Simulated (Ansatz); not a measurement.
**CoSi: which structure wins at one pressure**

Which of rocksalt, CsCl, WC, NiAs, zincblende has the lowest enthalpy for CoSi at one common pressure? Methods of the runs shown: PAW.

Method: DFT, PBE, PAW with Ansatz's default frozen-core files, scalar-relativistic, in Ansatz 0.2.0.

**1. The starting structure**

The structure is cubic, space group Fm-3m (No. 225). The conventional cell has a = 4.585 Å, b = 4.585 Å, c = 4.585 Å, α = 90.00°, β = 90.00°, γ = 90.00°. Co (site symmetry m-3m) is surrounded by 6 Si at 2.29 Å. Si (site symmetry m-3m) is surrounded by 6 Co at 2.29 Å.

As a file:

```
Co Si
1.0
     0.00000    2.29239    2.29239
     2.29239    0.00000    2.29239
     2.29239    2.29239    0.00000
Co Si
1 1
Direct
  0.00000 0.00000 0.00000
  0.50000 0.50000 0.50000
```

Atoms are numbered in the order of the input: Co1, Si2.

**2. Cell relaxed at zero pressure, PAW**

File input.yaml:

```yaml
crystal:
  lattice:
    - [0.0, 2.2923918786, 2.2923918786]
    - [2.2923918786, 0.0, 2.2923918786]
    - [2.2923918786, 2.2923918786, 0.0]
  atoms:
    - { symbol: Co, position: [0.0, 0.0, 0.0] }
    - { symbol: Si, position: [0.5, 0.5, 0.5] }
kpoints:
  mp_grid: { grid: [15, 15, 15] }
scf:
  occupations: { method: fermi_dirac, width: 0.05 }
hamiltonian:
  xc: pbe
  pseudopotentials: { kind: paw }
output:
  forces: true
  stress: true
relax:
  f_tol: 0.005
  max_steps: 40
  cell: {}
```

The run is started by

```console
$ ansatz run input.yaml --threads 1 --pin off --max-ram 3584MiB --backend cpu --events-out ev --progress --plain --runs-dir out
```

What it wrote, shortened:

```text
[...]
Pseudopotentials: kind: paw
Pseudopotential: Co, paw, valence charge 17, recommended cutoff 420 eV (normal)
Pseudopotential: Si, paw, valence charge 4, recommended cutoff 420 eV (normal)
Functional definition: PBE
[...]
Crystal: 2 atoms, lattice volume = 24.093 Å³
Basis set: ecut = 420 eV, 459 PW (Γ), exchange–correlation on 48×48×48 points (8 copies of the dense FFT grid, shifted against one another)
Bands: 15, of which v1, the nominal top of the filled ones, is band 11 counted from 1 (10 counted from 0)
Symmetry: 48 space group operations
Space group: Fm-3m (ITA 225), of the structure as read, at distance tolerance 2.9e-5 Å
k-points: 120 of 3375
[...]
SCF iter   1: F=—  HF=-5761.732198 eV  |F-HF|=—  |Δ(HF+E_count)|=         —  Δρ=1.34e-2  dr2=2.60e-2  ethr=1.77e-3  ⟨swp⟩=5.0  Hψ=9287  notcnv=0
[...]
relax step   1: F+E_penalty+E_count = -5761.72889241 eV  Δ(F+E_penalty+E_count) = +0.000e0 eV  max|allowed force component| = 3.451e-31 eV/Å  Δτ_max = 0.0000 Å  P = +9.111 GPa  Ω = 24.093 Å³  (6 SCF iters, dr2 threshold 1.00e-7 eV, accepted)
[...]
relax step   3: F+E_penalty+E_count = -5761.76194002 eV  Δ(F+E_penalty+E_count) = -6.931e-3 eV  max|allowed force component| = 3.944e-31 eV/Å  Δτ_max = 0.0000 Å  P = +0.288 GPa  Ω = 25.287 Å³  energy of the carried Pulay correction = -6.173e-4 eV  (6 SCF iters, dr2 threshold 2.00e-7 eV, accepted)
[...]
relax step   4: F+E_penalty+E_count = -5761.76195820 eV  Δ(F+E_penalty+E_count) = -1.818e-5 eV  max|allowed force component| = 2.588e-31 eV/Å  Δτ_max = 0.0000 Å  P = +0.010 GPa  Ω = 25.329 Å³  energy of the carried Pulay correction = -6.389e-4 eV  (6 SCF iters, dr2 threshold 2.00e-7 eV, accepted)
[...]
SCF iter   2: F=—  HF=-5761.762749 eV  |F-HF|=—  |Δ(HF+E_count)|=   1.86e-4  Δρ=3.25e-4  dr2=1.41e-6  ethr=1.93e-8  ⟨swp⟩=1.8  Hψ=2724  notcnv=0
```

**3. The output, continued: cell relaxed at zero pressure**

Output, continued, shortened:

```text
SCF iter   3: F=—  HF=-5761.762814 eV  |F-HF|=—  |Δ(HF+E_count)|=   6.50e-5  Δρ=2.64e-5  dr2=8.42e-8  ethr=6.71e-9  ⟨swp⟩=2.0  Hψ=1920  notcnv=0
[...]
relax step   5: F+E_penalty+E_count = -5761.76281365 eV  Δ(F+E_penalty+E_count) = -8.555e-4 eV  max|allowed force component| = 4.766e-31 eV/Å  Δτ_max = 0.0000 Å  P = +0.082 GPa  Ω = 25.329 Å³  stress off target by 8.16e-2 GPa  SCF on the basis re-selected at this cell (its energy is not [...]
relax step   6: F+E_penalty+E_count = -5761.76281065 eV  Δ(F+E_penalty+E_count) = +3.001e-6 eV  max|allowed force component| = 2.013e-31 eV/Å  Δτ_max = 0.0000 Å  P = +0.001 GPa  Ω = 25.342 Å³  energy of the carried Pulay correction = -6.253e-6 eV  (6 SCF iters, dr2 threshold 1.66e-8 eV, accepted)
[...]
Fermi energy:    13.721720 eV
[...]
--- Forces (eV/Å), atoms counted from 1 ---
  atom   1  Co    -0.00000000     0.00000000     0.00000000
  atom   2  Si    -0.00000000     0.00000000    -0.00000000
[...]
--- Stress (GPa, compression-positive) ---
        0.001590       0.000000       0.000000
        0.000000       0.001590       0.000000
        0.000000       0.000000       0.001590
  P = ⅓ Tr σ = 0.0016 GPa (0.016 kbar)
--- Relaxed structure (5 steps of the walk, 5 accepted, 2 SCFs on fresh bases) ---
  F+E_penalty+E_count = -5761.76281476 eV   max|allowed force component| = 2.301e-31 eV/Å   (the final SCF, on the basis selected at the relaxed cell)
  cell:  # Å, volume = 25.3418 Å³
    - [-1.4227236977700916e-33, 2.3313245301818033, 2.3313245301818033]
    - [2.3313245301818033, -2.1257226403733676e-34, 2.3313245301818033]
    - [2.3313245301818033, 2.3313245301818033, 1.273843008223899e-34]
  atoms:
    - { symbol: Co, position: [8.751457567667514e-36, -1.0720535520392684e-35, -1.028296264200958e-35] }
    - { symbol: Si, position: [0.5, 0.5, 0.5] }
```

Wall time 17 s (1 thread of Arm Neoverse V1, shared host); peak memory 0.34 GiB.

The steps of the relaxation:

```tsv
step	energy from step 1 (eV/cell)	largest force component (eV/Å)	pressure (GPa)	volume (Å³)
1	0.0000	0.0000	9.11	24.09
2	-0.0261	0.0000	4.04	24.74
3	-0.0330	0.0000	0.29	25.29
4	-0.0331	0.0000	0.01	25.33
5	-0.0339	0.0000	0.08	25.33
6	-0.0339	0.0000	0.00	25.34
7	-0.0339	0.0000	0.00	25.34
```

Step 1 is the start. Steps 5, 7 repeat the geometry before on a plane-wave basis chosen anew for that cell, so the energy can jump there without any move; the table keeps such jumps.

| input's cell | before | after | change |
| --- | --- | --- | --- |
| a (Å) | 3.242 | 3.297 | +1.7 % |
| b (Å) | 3.242 | 3.297 | +1.7 % |
| c (Å) | 3.242 | 3.297 | +1.7 % |
| volume (Å³/atom) | 12.05 | 12.67 | +5.2 % |

**4. Volume scaled by 1, to set the pressure, PAW**

File input.yaml:

```yaml
crystal:
  lattice:
    - [0.0, 2.3313245302, 2.3313245302]
    - [2.3313245302, 0.0, 2.3313245302]
    - [2.3313245302, 2.3313245302, 0.0]
  atoms:
    - { symbol: Co, position: [0.0, 0.0, 0.0] }
    - { symbol: Si, position: [0.5, 0.5, 0.5] }
kpoints:
  mp_grid: { grid: [14, 14, 14] }
scf:
  occupations: { method: fermi_dirac, width: 0.05 }
hamiltonian:
  xc: pbe
  pseudopotentials: { kind: paw }
output:
  forces: true
  stress: true
  eigenvalues: true
```

The run is started by

```console
$ ansatz run input.yaml --threads 1 --pin off --max-ram 3584MiB --backend cpu --events-out ev --progress --plain --runs-dir out
```

What it wrote, shortened:

```text
[...]
[... 4 set-up lines as earlier in the session ...]
[...]
Crystal: 2 atoms, lattice volume = 25.342 Å³
Basis set: ecut = 420 eV, 531 PW (Γ), exchange–correlation on 48×48×48 points (8 copies of the dense FFT grid, shifted against one another)
Bands: 15, of which v1, the nominal top of the filled ones, is band 11 counted from 1 (10 counted from 0)
[... 2 set-up lines as earlier in the session ...]
k-points: 104 of 2744
[...]
SCF iter   1: F=—  HF=-5761.765776 eV  |F-HF|=—  |Δ(HF+E_count)|=         —  Δρ=1.29e-2  dr2=2.56e-2  ethr=1.77e-3  ⟨swp⟩=5.0  Hψ=8080  notcnv=0
[...]
SCF iter   6: F=-5761.762828 eV  HF=-5761.762828 eV  |F-HF|=1.37e-9  |Δ(HF+E_count)|=   1.24e-8  Δρ=4.31e-6  dr2=1.65e-9  ethr=4.76e-10  ⟨swp⟩=4.6  Hψ=4974  notcnv=0
[...]
SCF converged after 6 iterations
Free energy (F): -5761.762828 eV
[...]
E sigma→0 (E₀):  -5761.756856 eV
Entropy (-TS):   -0.011942 eV (-5.971 meV/atom)
Fermi energy:    13.720289 eV
[...]
--- Forces (eV/Å), atoms counted from 1 ---
  atom   1  Co    -0.00000000     0.00000000    -0.00000000
  atom   2  Si    -0.00000000     0.00000000    -0.00000000
[...]
--- Stress (GPa, compression-positive) ---
       -0.000537      -0.000000       0.000000
       -0.000000      -0.000537       0.000000
        0.000000      -0.000000      -0.000537
  P = ⅓ Tr σ = -0.0005 GPa (-0.005 kbar)
--- Band table (eV; the first three rows and the last of 104) ---
  k-point 0: bands = ["-80.8417", "-44.1721", "-44.1721", "-44.1721", "1.5334", "11.8221", "11.8221", "11.8221", "11.9123", "11.9123", "18.1016", "18.1016", "18.1016", "24.4518", "24.4518"]
[...]
```

It took 2.2 s on 1 thread of Arm Neoverse V1, shared host; peak memory 0.32 GiB.

Result: pressure 0.00 GPa; no gap.

**5. Rocksalt relaxed under pressure, PAW**

input.yaml, as its differences from that of step 4:

```diff
@@ -19 +19,5 @@
   eigenvalues: true
+relax:
+  f_tol: 0.005
+  max_steps: 40
+  cell: { p_target: -0.00054, stress_tol: 0.03 }
```

The run is started by

```console
$ ansatz run input.yaml --threads 1 --pin off --max-ram 3584MiB --backend cpu --events-out ev --progress --plain --runs-dir out
```

What it wrote, shortened:

```text
[...]
[... 4 set-up lines as earlier in the session ...]
[...]
Crystal: 2 atoms, lattice volume = 25.342 Å³
Basis set: ecut = 420 eV, 531 PW (Γ), exchange–correlation on 48×48×48 points (8 copies of the dense FFT grid, shifted against one another)
Bands: 15, of which v1, the nominal top of the filled ones, is band 11 counted from 1 (10 counted from 0)
[... 2 set-up lines as earlier in the session ...]
k-points: 104 of 2744
[...]
SCF iter   1: F=—  HF=-5761.765782 eV  |F-HF|=—  |Δ(HF+E_count)|=         —  Δρ=1.29e-2  dr2=2.56e-2  ethr=1.77e-3  ⟨swp⟩=5.0  Hψ=8082  notcnv=0
[...]
  atom   2  Si     0.00000000    -0.00000000    -0.00000000
[...]
--- Stress (GPa, compression-positive) ---
       -0.000443      -0.000000      -0.000000
       -0.000000      -0.000443       0.000000
       -0.000000      -0.000000      -0.000443
  P = ⅓ Tr σ = -0.0004 GPa (-0.004 kbar)
--- Band table (eV; the first three rows and the last of 104) ---
  k-point 0: bands = ["-80.8417", "-44.1722", "-44.1722", "-44.1722", "1.5334", "11.8221", "11.8221", "11.8221", "11.9123", "11.9123", "18.1016", "18.1016", "18.1016", "24.4518", "24.4518"]
[...]
--- Relaxed structure (1 steps of the walk, 1 accepted, 1 SCFs on fresh bases) ---
  F+E_penalty+E_count = -5761.76282759 eV   max|allowed force component| = 5.916e-30 eV/Å   (the final SCF, on the basis selected at the relaxed cell)
  cell:  # Å, volume = 25.3418 Å³
    - [0.0, 2.3313245302, 2.3313245302]
    - [2.3313245302, 0.0, 2.3313245302]
    - [2.3313245302, 2.3313245302, 0.0]
  atoms:
    - { symbol: Co, position: [0.0, 0.0, 0.0] }
    - { symbol: Si, position: [0.49999999999999994, 0.49999999999999994, 0.49999999999999994] }
```

Wall time 5.6 s (1 thread of Arm Neoverse V1, shared host); peak memory 0.33 GiB.

Step by step:

```tsv
step	energy from step 1 (eV/cell)	largest force component (eV/Å)	pressure (GPa)	volume (Å³)
1	0.0000	0.0000	0.00	25.34
2	0.0000	0.0000	0.00	25.34
```

Step 1 is the start. Step 2 repeats the geometry before on a plane-wave basis chosen anew for that cell, so the energy can jump there without any move; the table keeps such jumps.

| input's cell | before | after | change |
| --- | --- | --- | --- |
| a (Å) | 3.297 | 3.297 | +0.0 % |
| b (Å) | 3.297 | 3.297 | +0.0 % |
| c (Å) | 3.297 | 3.297 | +0.0 % |
| volume (Å³/atom) | 12.67 | 12.67 | +0.0 % |

In short: pressure 0.00 GPa; no gap.

**6. CsCl relaxed under pressure, PAW**

input.yaml, as its differences from that of step 5:

```diff
@@ -2,5 +2,5 @@
   lattice:
-    - [0.0, 2.3313245302, 2.3313245302]
-    - [2.3313245302, 0.0, 2.3313245302]
-    - [2.3313245302, 2.3313245302, 0.0]
+    - [2.8670837643, 0.0, 0.0]
+    - [0.0, 2.8670837643, 0.0]
+    - [0.0, 0.0, 2.8670837643]
   atoms:
```

The run is started by

```console
$ ansatz run input.yaml --threads 1 --pin off --max-ram 3584MiB --backend cpu --events-out ev --progress --plain --runs-dir out
```

What it wrote, shortened:

```text
[...]
[... 4 set-up lines as earlier in the session ...]
[...]
Crystal: 2 atoms, lattice volume = 23.568 Å³
Basis set: ecut = 420 eV, 461 PW (Γ), exchange–correlation on 40×40×40 points (8 copies of the dense FFT grid, shifted against one another)
Bands: 15, of which v1, the nominal top of the filled ones, is band 11 counted from 1 (10 counted from 0)
[... 1 set-up line as earlier in the session ...]
Space group: Pm-3m (ITA 221), of the structure as read, at distance tolerance 2.9e-5 Å
k-points: 120 of 2744
[...]
SCF iter   1: F=—  HF=-5762.631254 eV  |F-HF|=—  |Δ(HF+E_count)|=         —  Δρ=6.32e-3  dr2=2.70e-3  ethr=1.77e-3  ⟨swp⟩=4.6  Hψ=8871  notcnv=0
[...]
relax step   1: F+E_penalty+E_count = -5762.63128220 eV  Δ(F+E_penalty+E_count) = +0.000e0 eV  max|allowed force component| = 1.389e-30 eV/Å  Δτ_max = 0.0000 Å  P = -16.089 GPa  Ω = 23.568 Å³  (6 SCF iters, dr2 threshold 1.00e-7 eV, accepted)
[...]
relax step   2: F+E_penalty+E_count = -5762.72915661 eV  Δ(F+E_penalty+E_count) = -9.787e-2 eV  max|allowed force component| = 4.930e-31 eV/Å  Δτ_max = 0.0000 Å  P = -7.380 GPa  Ω = 22.277 Å³  energy of the carried Pulay correction = +7.108e-4 eV  (6 SCF iters, dr2 threshold 2.00e-7 eV, accepted)
[...]
relax step   3: F+E_penalty+E_count = -5762.74738851 eV  Δ(F+E_penalty+E_count) = -1.823e-2 eV  max|allowed force component| = 4.109e-32 eV/Å  Δτ_max = 0.0000 Å  P = +1.980 GPa  Ω = 21.289 Å³  energy of the carried Pulay correction = +1.282e-3 eV  (6 SCF iters, dr2 threshold 2.00e-7 eV, accepted)
[...]
SCF iter   6: F=-5762.748463 eV  HF=-5762.748463 eV  |F-HF|=9.09e-13  |Δ(HF+E_count)|=  3.64e-11  Δρ=6.15e-8  dr2=2.24e-13  ethr=1.00e-12  ⟨swp⟩=1.0  Hψ=4433  notcnv=0
[...]
```

**7. More of the same log: CsCl relaxed under pressure, PAW files**

The log, continued, shortened:

```text
relax step   4: F+E_penalty+E_count = -5762.74846267 eV  Δ(F+E_penalty+E_count) = -1.074e-3 eV  max|allowed force component| = 9.450e-32 eV/Å  Δτ_max = 0.0000 Å  P = -0.077 GPa  Ω = 21.491 Å³  energy of the carried Pulay correction = +1.164e-3 eV  (6 SCF iters, dr2 threshold 2.00e-7 eV, accepted)
[...]
relax step   5: F+E_penalty+E_count = -5762.74846890 eV  Δ(F+E_penalty+E_count) = -6.230e-6 eV  max|allowed force component| = 4.273e-31 eV/Å  Δτ_max = 0.0000 Å  P = -0.001 GPa  Ω = 21.483 Å³  energy of the carried Pulay correction = +1.168e-3 eV  (6 SCF iters, dr2 threshold 1.45e-8 eV, accepted)
[...]
       -0.000000      -0.020821       0.000000
        0.000000       0.000000      -0.020821
  P = ⅓ Tr σ = -0.0208 GPa (-0.208 kbar)
--- Band table (eV; the first three rows and the last of 120) ---
  k-point 0: bands = ["-77.6480", "-40.9494", "-40.9494", "-40.9494", "3.1910", "13.6799", "13.6799", "16.1770", "16.1770", "16.1770", "20.4536", "20.4536", "20.4536", "25.0493", "25.0493"]
[...]
--- Relaxed structure (5 steps of the walk, 5 accepted, 1 SCFs on fresh bases) ---
  F+E_penalty+E_count = -5762.74754294 eV   max|allowed force component| = 9.861e-31 eV/Å   (the final SCF, on the basis selected at the relaxed cell)
  cell:  # Å, volume = 21.4831 Å³
    - [2.7799185626589917, -1.765435782354966e-34, -2.5679065925163143e-34]
    - [-5.617295671129437e-34, 2.7799185626589917, 0.0]
    - [-1.2839532962581572e-34, 0.0, 2.7799185626589917]
  atoms:
    - { symbol: Co, position: [-6.997273851512591e-36, 1.749318462878158e-36, -2.7989095406051792e-36] }
    - { symbol: Si, position: [0.49999999999999994, 0.49999999999999994, 0.49999999999999994] }
```

Wall time 15 s (1 thread of Arm Neoverse V1, shared host); peak memory 0.34 GiB.

Relaxation path:

```tsv
step	energy from step 1 (eV/cell)	largest force component (eV/Å)	pressure (GPa)	volume (Å³)
1	0.0000	0.0000	-16.09	23.57
2	-0.0979	0.0000	-7.38	22.28
3	-0.1161	0.0000	1.98	21.29
4	-0.1172	0.0000	-0.08	21.49
5	-0.1172	0.0000	0.00	21.48
6	-0.1163	0.0000	-0.02	21.48
```

Step 1 is the start. Step 6 repeats the geometry before on a plane-wave basis chosen anew for that cell, so the energy can jump there without any move; the table keeps such jumps.

| input's cell | before | after | change |
| --- | --- | --- | --- |
| a (Å) | 2.867 | 2.780 | -3.0 % |
| b (Å) | 2.867 | 2.780 | -3.0 % |
| c (Å) | 2.867 | 2.780 | -3.0 % |
| volume (Å³/atom) | 11.78 | 10.74 | -8.8 % |

Result: pressure -0.02 GPa; no gap.

**8. WC relaxed under pressure, PAW**

File input.yaml:

```yaml
crystal:
  lattice:
    - [3.1023716953, 0.0, 0.0]
    - [-1.5511858477, 2.6867327001, 0.0]
    - [0.0, 0.0, 3.0403242614]
  atoms:
    - { symbol: Co, position: [0.0, 0.0, 0.0] }
    - { symbol: Si, position: [0.3333333333, 0.6666666667, 0.5] }
kpoints:
  mp_grid: { grid: [15, 15, 13] }
scf:
  occupations: { method: fermi_dirac, width: 0.05 }
hamiltonian:
  xc: pbe
  pseudopotentials: { kind: paw }
output:
  forces: true
  stress: true
  eigenvalues: true
relax:
  f_tol: 0.005
  max_steps: 40
  cell: { p_target: -0.00054, stress_tol: 0.03 }
```

The run is started by

```console
$ ansatz run input.yaml --threads 1 --pin off --max-ram 3584MiB --backend cpu --events-out ev --progress --plain --runs-dir out
```

What it wrote, shortened:

```text
[...]
[... 4 set-up lines as earlier in the session ...]
[...]
Crystal: 2 atoms, lattice volume = 25.342 Å³
Basis set: ecut = 420 eV, 515 PW (Γ), exchange–correlation on 48×48×48 points (8 copies of the dense FFT grid, shifted against one another)
Bands: 15, of which v1, the nominal top of the filled ones, is band 11 counted from 1 (10 counted from 0)
Symmetry: 12 space group operations
Space group: P-6m2 (ITA 187), of the structure as read, at distance tolerance 2.9e-5 Å
k-points: 189 of 2925 (time reversal used)
[...]
SCF iter   1: F=—  HF=-5762.457513 eV  |F-HF|=—  |Δ(HF+E_count)|=         —  Δρ=9.01e-3  dr2=1.52e-2  ethr=1.77e-3  ⟨swp⟩=5.1  Hψ=14594  notcnv=0
[...]
relax step   9: F+E_penalty+E_count = -5762.65576610 eV  Δ(F+E_penalty+E_count) = -1.029e-1 eV  max|allowed force component| = 2.544e-17 eV/Å  Δτ_max = 0.0000 Å  P = -4.623 GPa  Ω = 23.552 Å³  energy of the carried Pulay correction = +9.328e-4 eV  (6 SCF iters, dr2 threshold 2.00e-7 eV, accepted)
relax step  10: F+E_penalty+E_count = -5762.68643524 eV  Δ(F+E_penalty+E_count) = -3.067e-2 eV  max|allowed force component| = 1.295e-16 eV/Å  Δτ_max = 0.0000 Å  P = +1.667 GPa  Ω = 22.196 Å³  energy of the carried Pulay correction = +1.669e-3 eV  (6 SCF iters, dr2 threshold 2.00e-7 eV, accepted)
relax step  11: F+E_penalty+E_count = -5762.69871713 eV  Δ(F+E_penalty+E_count) = -1.228e-2 eV  max|allowed force component| = 3.701e-17 eV/Å  Δτ_max = 0.0000 Å  P = +0.181 GPa  Ω = 22.533 Å³  energy of the carried Pulay correction = +1.481e-3 eV  (6 SCF iters, dr2 threshold 2.00e-7 eV, accepted)
```

(Part 1 of 2 ends here.)
